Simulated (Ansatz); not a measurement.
# Sb: one input, then a changed one

The cell comes from COD entry 9013010, which wasn't checked; take it as a given geometry.

First run: DFT, PBE, PAW with Ansatz's default frozen-core files, scalar-relativistic (Ansatz 0.2.0).

Command: `ansatz run input.yaml --threads 1 --pin off --max-ram 2048MiB --backend cpu --events-out ev --progress --plain --runs-dir out` The run took 6.5 s on 1 thread of Intel(R) Xeon(R) 6975P-C (Granite Rapids), with other jobs on the host, peak memory 0.59 GiB.

```yaml
crystal:
  lattice:
    - [-1.505, 1.505, 2.48]
    - [1.505, -1.505, 2.48]
    - [1.505, 1.505, -2.48]
  atoms:
    - { symbol: Sb, position: [0.0, 0.0, 0.0] }
kpoints:
  mp_grid: { grid: [19, 19, 19] }
scf:
  occupations: { method: fermi_dirac, width: 0.05 }
hamiltonian:
  xc: pbe
  pseudopotentials: { kind: paw }
output:
  forces: true
  stress: true
  eigenvalues: true
  efg: { contact_densities: true }
basis:
  ecutwfc: 600
```

Result: converged; pressure 19.24 GPa; 6 SCF iterations.

No spin–orbit coupling, which matters for the heavy atoms here.

A second input differs as follows:

```diff
@@ -10,4 +10,6 @@
 scf:
   occupations: { method: fermi_dirac, width: 0.05 }
+  mixing_beta: 60
+  max_iter: 60
 hamiltonian:
   xc: pbe
```

Problem. What is wrong with it, and what does the program do?

Solution. The fault is a keyword of another program. The run refused before any iteration. The log ends:
```
11 |   occupations: { method: fermi_dirac, width: 0.05 }
12 |   mixing_beta: 60
   |   ^ unknown field `mixing_beta`, expected one of max_iter, algorithm, n_extra_bands, self_checks, convergence, lower_state_search, omitted_lower_state_checks, lower_solution_reach, mixing, occupations, eigensolver, initial_density, exx
13 |   max_iter: 60
14 | hamiltonian:
   |
```
